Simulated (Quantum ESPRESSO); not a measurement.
**BAs under changes of volume**

One of the cells (13.626 Å³/atom); the others are scaled copies at fixed shape and fractional positions:

```
As B
1.0
     0.00000    2.38850    2.38850
     2.38850    0.00000    2.38850
     2.38850    2.38850    0.00000
As B
1 1
Direct
  0.75000 0.75000 0.75000
  0.00000 0.00000 0.00000
```

- Program: Quantum ESPRESSO 7.5
- Functional: PBE
- Potentials or basis: SSSP 1.3 efficiency PBE
- Cutoff: 748 eV
- Density cutoff: 5987 eV
- k mesh: 10 × 10 × 10
- Occupations: fermi-dirac, width 0.05 eV
- Spin: no spin polarisation

```tsv
volume (Å³/atom)	energy over the lowest point (meV/atom)	pressure (GPa)	gap on the mesh (eV)
12.809	46.15	13.7	1.11
13.081	26.05	9.9	1.13
13.354	12.04	6.5	1.15
13.626	3.53	3.4	1.17
13.899	0.00	0.7	1.19
14.171	?	?	?
14.444	6.01	-4.1	1.23
```

What does the run at 14.171 Å³/atom give?

Energy over the lowest point 0.97 meV/atom; pressure -1.9 GPa; gap on the mesh 1.21 eV.

Worked out: A Birch-Murnaghan fit of order 3 (a polynomial in V^(-2/3)) to the other rows has its minimum at 13.97 Å³/atom with B0 = V·E''(V) = 132 GPa and B' = 4.2. It gives 0.97 meV/atom at 14.171 Å³/atom, against the run's 0.97, and -dE/dV = -1.8 GPa, against -1.9. A straight line through the other rows of the gap, of slope 0.999 eV per unit of ln V, gives 1.21 eV, against the run's 1.21.

Energies are extrapolated to zero smearing.

A mesh can miss the band edges. Spin-orbit coupling on As is left out.
